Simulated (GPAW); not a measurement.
AlN:

```
CELL_PARAMETERS angstrom
0.00000 2.03452 2.03452
2.03452 0.00000 2.03452
2.03452 2.03452 0.00000
ATOMIC_POSITIONS crystal
Al 0.50000 0.50000 0.50000
N 0.00000 0.00000 0.00000
```

Measurements of this composition are mostly on another form, of space group No. 186.

Base run:

- Program: GPAW 26.7.0
- Functional: AM05
- Potentials or basis: PAW data sets generated in the run's folder for this functional
- Cutoff: 650 eV
- Basis: pw
- k mesh: 9 × 9 × 9
- Occupations: fermi-dirac, width 0.001 eV
- Spin: no spin polarisation

Its results: band gap on the k mesh 4.56 eV, indirect (least direct gap 5.37 eV); electronic dielectric tensor (diagonal) 5.03.

Q: The run is repeated on the same cell with these changes: functional from AM05 to LDA; potentials or basis from PAW data sets generated in the run's folder for this functional to the program's PAW data sets (release 1.2.1) made for this functional. What comes out?

A: Band gap on the k mesh 4.44 eV, indirect (least direct gap 5.46 eV); electronic dielectric tensor (diagonal) 4.99.

Caveats: the long-wavelength limit can be off by a per cent or two.

A k mesh can miss the band edges.
